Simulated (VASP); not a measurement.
# SnS (Pnma) in VASP: single point with PBEsol

Aim: the single point of SnS with PBEsol.

All numbers are computed with VASP 6.6.1; they aren't measurements. Logs are shortened: lines on timing, memory, paths and dates and some standing lists are left out, and cuts for length are marked.

**The experiment to reproduce.**

From “Linear dichroism of the optical properties of SnS and SnSe van der Waals crystals”, 2024, arxiv:2409.17412, for a bulk crystal of SnS at 20 K: band gap 1.16 eV (indirect).

The runs below are set against these values where they give the same quantity.

## 1. Starting point

It takes space group Pnma (No. 62, orthorhombic). The conventional cell has a = 11.097 Å, b = 3.984 Å, c = 4.231 Å, α = 90.00°, β = 90.00°, γ = 90.00°. Sn (site symmetry m) has 3 S at 2.63 to 2.67 Å as nearest neighbours. S (site symmetry m) is surrounded by 3 Sn at 2.63 to 2.67 Å.

## 2. Single point, PBEsol

Input file INCAR:

```
PREC = Accurate
ENCUT = 520
EDIFF = 1E-6
ISMEAR = 0
SIGMA = 0.02
LREAL = False
LASPH = True
NELM = 100
ALGO = Fast
ISIF = 2
LWAVE = False
LCHARG = False
GGA = PS
NBANDS = 50
```

Input file KPOINTS:

```
Automatic mesh
0
Gamma
  4 8 6
```

Input file POSCAR:

```
SnS
1.0
   11.0974173467      0.0000000000      0.0000000000
    0.0000000000      3.9844785580      0.0000000000
    0.0000000000      0.0000000000      4.2312672639
Sn S
4 4
Direct
    0.1185181708      0.2500000000      0.1109038287
    0.3814818292      0.7500000000      0.6109038287
    0.6185181708      0.2500000000      0.3890961713
    0.8814818292      0.7500000000      0.8890961713
    0.8533068360      0.2500000000      0.4741376812
    0.6466931640      0.7500000000      0.9741376812
    0.3533068360      0.2500000000      0.0258623188
    0.1466931640      0.7500000000      0.5258623188
```

Potentials or basis: VASP PAW PBE potentials, release 64 (Sn_d, S).

Started as:

```sh
cat potpaw_PBE.64/Sn_d/POTCAR potpaw_PBE.64/S/POTCAR > POTCAR
mpirun -np 1 vasp_std > vasp.out
```

OUTCAR:

```text
PREC = Accurate
   ENCUT = 520
   EDIFF = 1E-6
   ISMEAR = 0
   LREAL = False
   LASPH = True
   NELM = 100
   ISIF = 2
   GGA = PS

 ion  position               nearest neighbor table
   1  0.119  0.250  0.111-   7 2.63   8 2.67   8 2.67   8 3.19   8 3.19   4 3.43   4 3.43
   2  0.381  0.750  0.611-   8 2.63   7 2.67   7 2.67   7 3.19   7 3.19   3 3.43   3 3.43
   3  0.619  0.250  0.389-   5 2.63   6 2.67   6 2.67   6 3.19   6 3.19   2 3.43   2 3.43
   4  0.881  0.750  0.889-   6 2.63   5 2.67   5 2.67   5 3.19   5 3.19   1 3.43   1 3.43
   5  0.853  0.250  0.474-   3 2.63   4 2.67   4 2.67   4 3.19   4 3.19
   6  0.647  0.750  0.974-   4 2.63   3 2.67   3 2.67   3 3.19   3 3.19
   7  0.353  0.250  0.026-   1 2.63   2 2.67   2 2.67   2 3.19   2 3.19
   8  0.147  0.750  0.526-   2 2.63   1 2.67   1 2.67   1 3.19   1 3.19

  LATTYP: Found a simple orthorhombic cell.
 ALAT       =     3.9844785580
 B/A-ratio  =     1.0619375164
 C/A-ratio  =     2.7851617684

  Lattice vectors:

 A1 = (   0.0000000000,   3.9844785580,   0.0000000000)
 A2 = (   0.0000000000,   0.0000000000,   4.2312672639)
 A3 = (  11.0974173467,   0.0000000000,   0.0000000000)

Analysis of symmetry for initial positions (statically):
=====================================================================
 Subroutine PRICEL returns:
 Original cell was already a primitive cell.

 Routine SETGRP: Setting up the symmetry group for a
 simple orthorhombic supercell.

 Subroutine GETGRP returns: Found  8 space group operations
 (whereof  2 operations were pure point group operations)
 out of a pool of  8 trial point group operations.

The static configuration has the point symmetry S_2 .
 The point group associated with its full space group is D_2h.

Analysis of symmetry for dynamics (positions and initial velocities):
=====================================================================
 Subroutine PRICEL returns:
 Original cell was already a primitive cell.

 Routine SETGRP: Setting up the symmetry group for a
 simple orthorhombic supercell.

 Subroutine GETGRP returns: Found  8 space group operations
 (whereof  2 operations were pure point group operations)
 out of a pool of  8 trial point group operations.

The dynamic configuration has the point symmetry S_2 .
 The point group associated with its full space group is D_2h.

 Subroutine INISYM returns: Found  8 space group operations
 (whereof  2 operations are pure point group operations),
 and found     1 'primitive' translations

[... 112 lines left out ...]
   ISIF   =      2    stress and relaxation
   ISYM   =      2    0-nonsym 1-usesym 2-fastsym
   POTIM  = 0.5000    time-step for ionic-motion
   TEBEG  =    0.0;   TEEND  =   0.0 temperature during run
   PSTRESS=    0.0 pullay stress
   NELECT =      80.0000    total number of electrons
   NUPDOWN=      -1.0000    fix difference up-down
   EMIN   =  10.00;   EMAX   =-10.00  energy-range for DOS
   EFERMI =   0.00;   METHOD = LEGACY
   ISMEAR =     0;   SIGMA  =   0.02  broadening in eV -4-tet -1-fermi 0-gaus
   EFERMI_NEDOS =   21; number of points for ismear=-14 and -15
   IALGO  =     68    algorithm
   IMIX   =      4    mixing-type and parameters
     AMIX     =   0.40;   BMIX     =  1.00
     AMIX_MAG =   1.60;   BMIX_MAG =  1.00
  volume/ion in A,a.u.               =      23.39       157.82
  Fermi-wavevector in a.u.,A,eV,Ry     =   1.233342  2.330679 20.696265  1.521133
  Thomas-Fermi vector in A             =   2.368076
   LORBIT       =      0    0 simple, 1 ext, 2 COOP (PROOUT), +10 PAW based schemes
   GGA     = PS    functional components
   LHFCALC =     F    Hartree Fock is set to
   AEXX    =    0.0000 exact exchange contribution
   IVDW    =     0    specifies the selected vdW correction
   LEPSILON=     F    determine dielectric tensor
   LRPA    =     F    only Hartree local field effects (RPA)
 non-spin polarized calculation
 RMM-DIIS sequential band-by-band and
 Gauss-broadening in eV      SIGMA  =   0.02
  energy-cutoff  :      520.00
  volume of cell :      187.10
 maximum number of plane-waves:      5076
 NGX is ok and might be reduce to    84
   NGX = 41   NGY = 15   NGZ = 15

 number of electron      80.0000026 magnetization

 Free energy of the ion-electron system (eV)
  ---------------------------------------------------
  ext. energy  EPLUGINS =         0.00000000
  ---------------------------------------------------
  free energy    TOTEN  =       -38.38850352 eV

  energy without entropy =      -38.38850352  energy(sigma->0) =      -38.38850352

 E-fermi :   6.6289     XC(G=0): -10.2101

 val. band max:        6.5044713638   @ k =   0.5000   0.0000   0.5000
 cond. band min:       7.2355787860   @ k =   0.0000   0.0000   0.0000
 fundamental gap:      0.7311074223
 Fermi energy:         6.6289120598

 k-point     1 :       0.0000    0.0000    0.0000
  band No.  band energies     occupation
      1     -14.7190      2.00000
      2     -14.6963      2.00000
      3     -14.6945      2.00000
      4     -14.6867      2.00000
      5     -14.6818      2.00000
      6     -14.6776      2.00000
[... 1261 lines left out ...]
     49      10.9540      0.00000
     50      11.5125      0.00000

 [... further k-points ...]

------------------------ aborting loop because EDIFF is reached ----------------------------------------

  FORCE on cell =-STRESS in cart. coord.  units (eV):
  Direction    XX          YY          ZZ          XY          YZ          ZX
  --------------------------------------------------------------------------------------
  -------------------------------------------------------------------------------------
  Total       -0.0107226      0.0040024      0.0479419      0.0000000      0.0000000      0.0000000
  in kB       -0.0918221      0.0342743      0.4105463      0.0000000      0.0000000      0.0000000
  external PRESSURE =       0.1176662 kB  Pullay stress =       0.0000000 kB

 VOLUME and BASIS-vectors are now :
 -----------------------------------------------------------------------------
  energy-cutoff  :      520.00
  volume of cell :      187.10
      direct lattice vectors                 reciprocal lattice vectors
    11.097417347  0.000000000  0.000000000     0.090111056  0.000000000  0.000000000
     0.000000000  3.984478558  0.000000000     0.000000000  0.250973869  0.000000000
     0.000000000  0.000000000  4.231267264     0.000000000  0.000000000  0.236335816

 POSITION                                       TOTAL-FORCE (eV/Angst)
 -----------------------------------------------------------------------------------
      1.31525      0.99612      0.46926        -0.005267      0.000000     -0.009030
      4.23346      2.98836      2.58490         0.005267     -0.000000     -0.009030
      6.86395      0.99612      1.64637        -0.005267      0.000000      0.009030
      9.78217      2.98836      3.76200         0.005267     -0.000000      0.009030
      9.46950      0.99612      2.00620         0.003468     -0.000000     -0.004126
      7.17662      2.98836      4.12184        -0.003468     -0.000000     -0.004126
      3.92079      0.99612      0.10943         0.003468     -0.000000      0.004126
      1.62792      2.98836      2.22506        -0.003468      0.000000      0.004126
 -----------------------------------------------------------------------------------
    total drift:                                0.000000      0.000000     -0.000000

  FREE ENERGIE OF THE ION-ELECTRON SYSTEM (eV)
  ---------------------------------------------------
  free  energy   TOTEN  =       -38.3885035241 eV

  energy  without entropy=      -38.3885035241  energy(sigma->0) =      -38.38850352
```

stdout:

```text
POSCAR found type information on POSCAR SnS
 POSCAR found :  2 types and       8 ions
 scaLAPACK will be used
 -----------------------------------------------------------------------------
|                                                                             |
|                                                                             |
|     You enforced a specific xc type in the INCAR file but a different       |
[... 18 lines left out ...]
WARNING in EDDRMM: call to ZHEGV failed, returncode =   8  4     45
WARNING in EDDRMM: call to ZHEGV failed, returncode =   8  4     47
WARNING in EDDRMM: call to ZHEGV failed, returncode =   8  4     44
WARNING in EDDRMM: call to ZHEGV failed, returncode =   6  3     44
WARNING in EDDRMM: call to ZHEGV failed, returncode =   8  4     48
WARNING in EDDRMM: call to ZHEGV failed, returncode =   6  3     43
WARNING in EDDRMM: call to ZHEGV failed, returncode =   6  3     49
```

Run time: 12 min. Hardware: 1 thread of Intel Xeon Platinum 8259CL at 2.50GHz (Skylake/Cascade Lake), shared host; peak memory 0.53 GiB.

What came out:

```yaml
Free_energy: -38.3885 eV
Pressure: 0.0 GPa
Largest_force: 0.010 eV/Å
Band_gap_on_the_k_mesh: 0.73 eV, indirect (least direct gap 1.08 eV)
```

Forces on the atoms (eV/Å):
```
Sn  -0.005  0.000 -0.009
Sn   0.005  0.000 -0.009
Sn  -0.005  0.000  0.009
Sn   0.005  0.000  0.009
S    0.003  0.000 -0.004
S   -0.003  0.000 -0.004
S    0.003  0.000  0.004
S   -0.003  0.000  0.004
```

Levels at points of the mesh, in eV from the valence-band top:
```tsv
k point	band 37	band 38	band 39	band 40	band 41	band 42	band 43	band 44
(0.00, 0.00, 0.00)	-1.99	-1.29	-0.81	-0.67	0.73	2.96	3.00	3.11
(0.50, 0.00, 0.00)	-2.24	-2.24	-0.70	-0.70	2.61	2.61	2.77	2.77
(0.00, 0.50, 0.00)	-1.04	-1.04	-0.77	-0.77	1.10	1.10	1.71	1.71
(0.50, 0.50, 0.00)	-1.00	-1.00	-1.00	-1.00	1.58	1.58	1.58	1.58
(0.00, 0.00, 0.50)	-0.95	-0.95	-0.09	-0.09	1.41	1.41	1.87	1.87
(0.50, 0.00, 0.50)	-0.72	-0.72	0.00	0.00	1.29	1.29	1.81	1.81
(0.00, 0.50, 0.50)	-2.57	-2.57	-1.59	-1.59	2.74	2.74	3.01	3.01
(0.50, 0.50, 0.50)	-1.77	-1.77	-1.77	-1.77	2.54	2.54	2.54	2.54
```

Caveat: the PAW data sets were made with another functional, which shifts forces and pressure a little; spin-orbit coupling is left out, which moves the levels of the heavy elements.

## 3. Against experiment

Step 2. A measured gap of SnS is 1.16 eV (indirect; 20 K; “Linear dichroism of the optical properties of SnS and SnSe van der Waals crystals”, 2024, arxiv:2409.17412); the calculated 0.73 eV misses it by -0.43 eV. 2 values of this kind are on record (1.09 to 1.16 eV); this one was drawn at random. Spin-orbit coupling on Sn is left out. The value is that of PBEsol on a finite k mesh, which can miss the band edges, without temperature or zero-point motion. Semilocal functionals fall short of measured gaps as a rule.
